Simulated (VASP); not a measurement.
Write the native input for VASP 6.6.1 that does the following.

| Property | Result |
| --- | --- |
| Task | single point |
| Functional | r2SCAN |
| Potentials or basis | VASP PAW PBE potentials, release 64 (Pb_d, O) |
| Cutoff | 520 eV |
| k mesh | 14 × 14 × 14 |
| Occupations | gaussian, width 0.1 eV |
| Spin | no spin polarisation |
| Dipole correction | no |
| Further INCAR settings | ALGO = Normal; EDIFF = 1e-06; NBANDS = 20 |

Crystal: PbO2.

```
Pb O
1.0
     0.00000    2.65895    2.65895
     2.65895    0.00000    2.65895
     2.65895    2.65895    0.00000
Pb O
1 2
Direct
  0.00000 0.00000 0.00000
  0.25000 0.25000 0.25000
  0.75000 0.75000 0.75000
```

The cell comes from a database or a generator and needn't be the stable form of this composition.

The input as run:

POSCAR

```
PbO2
1.0
    0.0000000000      2.6589537334      2.6589537334
    2.6589537334      0.0000000000      2.6589537334
    2.6589537334      2.6589537334      0.0000000000
Pb O
1 2
Direct
    0.0000000000      0.0000000000      0.0000000000
    0.2500000000      0.2500000000      0.2500000000
    0.7500000000      0.7500000000      0.7500000000
```

INCAR.step1

```
ALGO = Normal
EDIFF = 1E-4
ENCUT = 520
GGA = PE
ISMEAR = 0
LASPH = T
LCHARG = F
LREAL = F
LWAVE = T
NBANDS = 20
NELM = 100
PREC = Accurate
SIGMA = 0.1
```

INCAR.step2

```
ALGO = Normal
EDIFF = 1E-6
ENCUT = 520
ISIF = 2
ISMEAR = 0
ISTART = 1
LASPH = T
LCHARG = F
LMIXTAU = T
LREAL = F
LWAVE = F
METAGGA = R2SCAN
NBANDS = 20
NELM = 100
PREC = Accurate
SIGMA = 0.1
```

KPOINTS

```
k-points
0
Gamma
  14 14 14
```

Potentials or basis: VASP PAW PBE potentials, release 64 (Pb_d, O).

The run is started by

```console
$ cat potpaw_PBE.64/Pb_d/POTCAR potpaw_PBE.64/O/POTCAR > POTCAR
$ cp INCAR.step1 INCAR
$ mpirun -np 1 vasp_std > vasp.out
$ cp INCAR.step2 INCAR
$ mpirun -np 1 vasp_std > vasp.out
```

It gave:

| Quantity | Value |
| --- | --- |
| Pressure | 1.2 GPa |
| Band gap on the k mesh | none (metal or under the smearing width) |

Caveat: the PAW data sets were made with another functional, which shifts forces and pressure a little.

Wall time 4.3 min on 1 thread of Intel(R) Xeon(R) Platinum 8259CL CPU @ 2.50GHz (Skylake/Cascade Lake), with other jobs on the host, peak memory 0.21 GiB.
